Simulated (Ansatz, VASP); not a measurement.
MgS in VASP and in Ansatz

```
Mg S
1.0
     0.00000    2.83000    2.83000
     2.83000    0.00000    2.83000
     2.83000    2.83000    0.00000
Mg S
1 1
Direct
  0.00000 0.00000 0.00000
  0.25000 0.25000 0.25000
```

The cell was built by a generator and needn't be a form met in nature.

Alike in both runs: task relaxation of cell and atoms; functional LDA; k mesh 8 × 8 × 8; occupations gaussian, width 0.02 eV; no spin polarisation.

|  | VASP | Ansatz |
| --- | --- | --- |
| version | VASP 6.6.1 | Ansatz 0.2.0 |
| potentials or method | VASP PAW LDA potentials, release 64 (Mg, S) | scalar-relativistic, plane waves, PAW |
| plane-wave cutoff (eV) | 600 | 420 |
| valence electrons in the cell | 8 | 16 |

VASP gave:

```
gap on the k mesh at the Fermi level, each at its own relaxed structure (eV) : 3.40
relaxed volume (Å³/atom)                                                     : 21.77
relaxed cell length with the largest relative difference (Å)                 : 3.949
energy change over the relaxation (meV/atom)                                 : -7
```

Task: Estimate Ansatz's values.

Result: gap on the k mesh at the Fermi level, each at its own relaxed structure (eV): 3.36; relaxed volume (Å³/atom): 21.88; relaxed cell length with the largest relative difference (Å): 3.955; energy change over the relaxation (meV/atom): -5.

The two sets of potentials don't hold the same shells in valence. Ansatz warned: «pseudo_functional_mismatch».

A k mesh can miss the band edges. Expect the measured gap to be larger: semilocal functionals such as LDA lack the derivative discontinuity.
